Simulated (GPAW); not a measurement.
C:

```
C
1.0
     0.00000    1.78337    1.78337
     1.78337    0.00000    1.78337
     1.78337    1.78337    0.00000
C
2
Cartesian
  0.8917 0.8917 0.8917
  0.0000 0.0000 0.0000
```

This isn't the form of C at room conditions, which is graphite.

Base run:

```yaml
Program: GPAW 26.7.0
Functional: PBE
Potentials_or_basis: GPAW PAW data sets (gpaw-data 1.2.1)
Cutoff: 600 eV
Basis: pw
k_mesh: 10 × 10 × 10
Occupations: fermi-dirac, width 0.05 eV
Spin: no spin polarisation
```

Its results: band gap on the k mesh 4.17 eV, indirect (least direct gap 5.60 eV); pressure 2.2 GPa.

Q: The run is repeated on the same cell with these changes: functional from PBE to LDA; potentials or basis from GPAW PAW data sets (gpaw-data 1.2.1) to the program's PAW data sets (release 1.2.1) made for this functional; cutoff from 600 eV to 650 eV. What comes out?

A: Band gap on the k mesh 4.14 eV, indirect (least direct gap 5.55 eV); pressure -12.9 GPa.

Caveats: the cutoff is short for stress and forces, so pressures can be off by a GPa or more.

A k mesh can miss the band edges.
